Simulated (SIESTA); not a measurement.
Write the native input for SIESTA 5.4.2 that does the following.

```
Task                : band structure
Functional          : PBEsol
Potentials or basis : PseudoDojo 0.4 standard (PBEsol files)
Basis               : DZP (energy shift 0.003 Ry; two zetas on semicore shells)
Grid cutoff         : 800 Ry
Energy shift        : 0.003 Ry
k mesh              : 11 × 11 × 11
Occupations         : fermi-dirac, width 0.05 eV
Spin                : no spin polarisation
```

Crystal: W.

```
CELL_PARAMETERS angstrom
0.00000 2.03000 2.03000
2.03000 0.00000 2.03000
2.03000 2.03000 0.00000
ATOMIC_POSITIONS crystal
W 0.00000 0.00000 0.00000
```

This isn't the form of W at room conditions, which is bcc.

The input as run:

W.fdf

```
SystemName                      W
SystemLabel                     W
NumberOfSpecies                 1
NumberOfAtoms                   1
%block ChemicalSpeciesLabel
  1  74 W
%endblock ChemicalSpeciesLabel

LatticeConstant                 1.0 Ang
%block LatticeVectors
     0.0000000000     2.0300000000     2.0300000000
     2.0300000000     0.0000000000     2.0300000000
     2.0300000000     2.0300000000     0.0000000000
%endblock LatticeVectors
AtomicCoordinatesFormat         Fractional
%block AtomicCoordinatesAndAtomicSpecies
     0.0000000000     0.0000000000     0.0000000000  1  W
%endblock AtomicCoordinatesAndAtomicSpecies

%block kgrid.MonkhorstPack
   11   0   0  0.0
    0  11   0  0.0
    0   0  11  0.0
%endblock kgrid.MonkhorstPack
XC.Functional                   GGA
XC.Authors                      PBEsol
PAO.BasisSize                   DZP
PAO.EnergyShift                 0.003 Ry
Mesh.Cutoff                     800 Ry
OccupationFunction              FD
ElectronicTemperature           0.05 eV
MaxSCFIterations                120
SCF.MustConverge                false
SCF.Mixer.Method                Pulay
SCF.Mixer.Weight                0.25
SCF.Mixer.History               8
SCF.DM.Tolerance                5.0e-05
SCF.H.Tolerance                 1.0e-03 eV
WriteForces                     true
Charge.Mulliken                 end
BandLinesScale                  ReciprocalLatticeVectors
%block BandLines
    1    0.000000   0.000000   0.000000  \Gamma
   12    0.500000   0.000000   0.500000  X
    6    0.500000   0.250000   0.750000  W
    4    0.375000   0.375000   0.750000  K
   13    0.000000   0.000000   0.000000  \Gamma
   11    0.500000   0.500000   0.500000  L
    8    0.625000   0.250000   0.625000  U
    4    0.500000   0.250000   0.750000  W
    9    0.500000   0.500000   0.500000  L
    8    0.375000   0.375000   0.750000  K
    1    0.625000   0.250000   0.625000  U
    4    0.500000   0.000000   0.500000  X
%endblock BandLines
%block PAO.Basis
  W 5
  n=5 0 2
    3.045 0.000
  n=6 0 2
    7.595 0.000
  n=5 1 2
    3.655 0.000
  n=6 1 1
    7.595
  n=5 2 2
    6.615 0.000
%endblock PAO.Basis
```

Potentials or basis: PseudoDojo 0.4 standard (PBEsol files), DZP (energy shift 0.003 Ry; two zetas on semicore shells).

The run is started by

```sh
$ siesta < W.fdf > W.out 2>&1
```

It gave:

* Pressure: -9.8 GPa
* Band gap on the k mesh: none (metal or under the smearing width)

Caveat: short orbitals over semicore shells can move pressures by several GPa; spin-orbit coupling is left out, which moves the levels of the heavy elements; the basis of atomic orbitals isn't converged, which shifts pressures, moduli and gaps.

It took 28 s on 1 thread of Arm Neoverse V1, with other jobs on the host, peak memory 0.2 GiB.
